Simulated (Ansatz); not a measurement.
# Relaxing Be3C

Theory: DFT r2SCAN, scalar-relativistic, plane waves, PAW (Ansatz). Cutoff 500 eV, Γ-centred k mesh, Gaussian smearing, no spin polarisation in the final step.

The start puts Be3C on the Li3N structure type (P6/mmm, No. 191), with C in place of N, Be in place of Li, at a guessed volume.

```
CELL_PARAMETERS angstrom
3.26227 0.00000 0.00000
-1.63114 2.82521 0.00000
0.00000 0.00000 3.44299
ATOMIC_POSITIONS crystal
Be 0.00000 0.00000 0.50000
Be 0.33333 0.66667 0.00000
Be 0.66667 0.33333 0.00000
C 0.00000 0.00000 0.00000
```

Cell and atoms relax at zero pressure; the relaxation can't lower the symmetry of the start. After a coarse first stage the cell is made exact in the group found at 0.06 Å.

Formation energies are uncorrected and refer to the elements' standard structures at the same level.

Question: Describe the relaxed structure.

Answer: It keeps P6/mmm (No. 191). The result has the Li3N structure. Conventional cell: a = 3.200 Å, c = 3.703 Å. Be on Wyckoff site b (1 atom of the primitive cell) is coordinated by 2 C at 1.85 Å; around Be on Wyckoff site c (2 atoms of the primitive cell) lie 3 Be at 1.85 Å and 3 C at 1.85 Å; around C lie 8 Be at 1.85 Å.

```cif
data_structure
_symmetry_space_group_name_H-M 'P6/mmm'
_symmetry_Int_Tables_number 191
_cell_length_a 3.2003
_cell_length_b 3.2003
_cell_length_c 3.7034
_cell_angle_alpha 90.000
_cell_angle_beta 90.000
_cell_angle_gamma 120.000
_cell_volume 32.85
loop_
_atom_site_label
_atom_site_type_symbol
_atom_site_symmetry_multiplicity
_atom_site_Wyckoff_symbol
_atom_site_fract_x
_atom_site_fract_y
_atom_site_fract_z
_atom_site_occupancy
Be1 Be 1 b 0.00000 0.00000 0.50000 1
Be2 Be 2 c 0.33333 0.66667 0.00000 1
C1 C 1 a 0.00000 0.00000 0.00000 1
```

Question: What are its volume, energy, density and gap?

Answer: The volume per atom is 8.21 Å³ and the density is 1.97 g/cm³. The energy over the elements is 0.61 eV/atom. The gap on the 18×18×12 mesh is 0 eV (a metal).

The final run used a 18×18×12 mesh on its 4-atom cell and 0.10 eV smearing. The k mesh leaves about 4 meV/atom of noise in metals. Symmetry constrained the relaxation, so the result can be a saddle point.

Cost: 3 runs of about 1.5 core-minutes in all, on Arm Neoverse V1 (shared hosts).